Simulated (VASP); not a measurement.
Crystal: Sn.

```
CELL_PARAMETERS angstrom
0.00000 3.23334 3.23334
3.23334 0.00000 3.23334
3.23334 3.23334 0.00000
ATOMIC_POSITIONS crystal
Sn 0.50000 0.50000 0.50000
Sn 0.75000 0.75000 0.75000
```

This isn't the form of Sn at room conditions, which is tetragonal (white tin).

* Program: VASP 6.6.1
* Task: relaxation of cell and atoms
* Functional: PBE
* Potentials or basis: VASP PAW PBE potentials, release 64 (Sn_d)
* Cutoff: 520 eV
* k mesh: 12 × 12 × 12
* Occupations: gaussian, width 0.1 eV
* Spin: no spin polarisation

At the start: pressure 3.7 GPa; volume 33.80 Å³/atom.

Question: Where does the relaxation end?

Answer: Over 3 steps the energy falls by 32.2 meV/atom and the volume is 36.80 Å³/atom (+8.9 %); space group Fd-3m (No. 227, to 0.05 Å).

Step by step:
```
step  energy change (eV)  largest force (eV/Å)  pressure (GPa)  volume (Å³)
   1              0.0000                0.0000            3.74        67.61
   2             -0.0587                0.0000           -0.89        75.62
   3             -0.0644                0.0000           -0.01        73.59
```

Final structure:
```
Sn
1.0
     0.00000    3.32612    3.32612
     3.32612    0.00000    3.32612
     3.32612    3.32612    0.00000
Sn
2
Cartesian
  3.3261 3.3261 3.3261
  4.9892 4.9892 4.9892
```
